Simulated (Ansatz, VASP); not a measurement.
**Ga: VASP beside Ansatz**

The input INCAR:

```
PREC = Accurate ; ENCUT = 520
EDIFF = 1E-6 ; ISMEAR = -1
SIGMA = 0.05 ; LREAL = False
LASPH = True ; NELM = 80
ALGO = Normal ; ISIF = 2
LWAVE = False ; LCHARG = False
GGA = PS ; NBANDS = 20
```

Contents of KPOINTS:

```
Automatic mesh
0
Gamma
  6 6 5
```

File POSCAR:

```
Ga
1.0
    1.3830000000     -4.0265000000      0.0000000000
    1.3830000000      4.0265000000      0.0000000000
   -0.1174474948      0.0000000000      3.3299294416
Ga
2
Direct
    0.1310000000      0.8690000000      0.7500000000
    0.8690000000      0.1310000000      0.2500000000
```

File input.yaml:

```yaml
crystal:
  lattice:
    - [1.383, -4.0265, 0.0]
    - [1.383, 4.0265, 0.0]
    - [-0.1174474948, 0.0, 3.3299294416]
  atoms:
    - { symbol: Ga, position: [0.131, 0.869, 0.75] }
    - { symbol: Ga, position: [0.869, 0.131, 0.25] }
hamiltonian:
  xc: pbesol
  pseudopotentials: { kind: paw }
kpoints:
  mp_grid: { grid: [6, 6, 5] }
  band_path:
    path:
      - [[0.0, 0.0, 0.0], [-0.2794936799, -0.2794936799, 0.0025046701], [-0.2865069778, -0.2865069778, 0.4818696886], [-0.2724803819, -0.2724803819, 0.5231396517], [0.0, 0.0, 0.5], [-0.5, 0.5, 0.5], [-0.7134930222, 0.2865069778, 0.5181303114]]
      - [[-0.7275196181, 0.2724803819, 0.4768603483], [-0.7205063201, 0.2794936799, -0.0025046701], [-0.5, 0.5, 0.0], [0.0, 0.0, 0.0], [-0.5, 0.0, 0.0]]
      - [[-0.5, 0.0, 0.5], [0.0, 0.0, 0.0]]
    npoints: 14
scf:
  occupations: { method: fermi_dirac, width: 0.05 }
  n_extra_bands: 6
output:
  forces: true
  stress: true
  eigenvalues: true
  fatbands: false
```

This isn't the form of Ga at room conditions, which is orthorhombic.

Alike in both runs: functional PBEsol; k mesh 6 × 6 × 5; occupations fermi-dirac, width 0.05 eV; no spin polarisation.

|  | VASP | Ansatz |
| --- | --- | --- |
| version | VASP 6.6.1 | Ansatz 0.2.0 |
| potentials or method | VASP PAW PBE potentials, release 64 (Ga_d) | Ansatz PAW |
| plane-wave cutoff (eV) | 520 | 420 |
| valence electrons in the cell | 26 | 26 |
| task | single point | band structure |

```tsv
	VASP	Ansatz	Ansatz less VASP
gap on the k mesh at the Fermi level (eV)	none	none	-
pressure (GPa)	-1.7	-1.8	-0.12
largest component of the traceless stress (GPa)	2.36	2.35	-0.004
rms of the force components (eV/Å)	0.100	0.100	0.0000
```

Atom by atom the forces differ by 0.000 eV/Å (rms over components). A gap of «none» marks a metal or a gap that the smearing closes.

Caveats: the k mesh is coarse (spacing up to 0.40 Å⁻¹), so the values aren't converged; the PAW data sets were made with another functional, which shifts forces and pressure a little (VASP); the PAW data sets come from PBE, with cores solved anew for the run's functional, which leaves a small shift of forces and pressure (Ansatz).
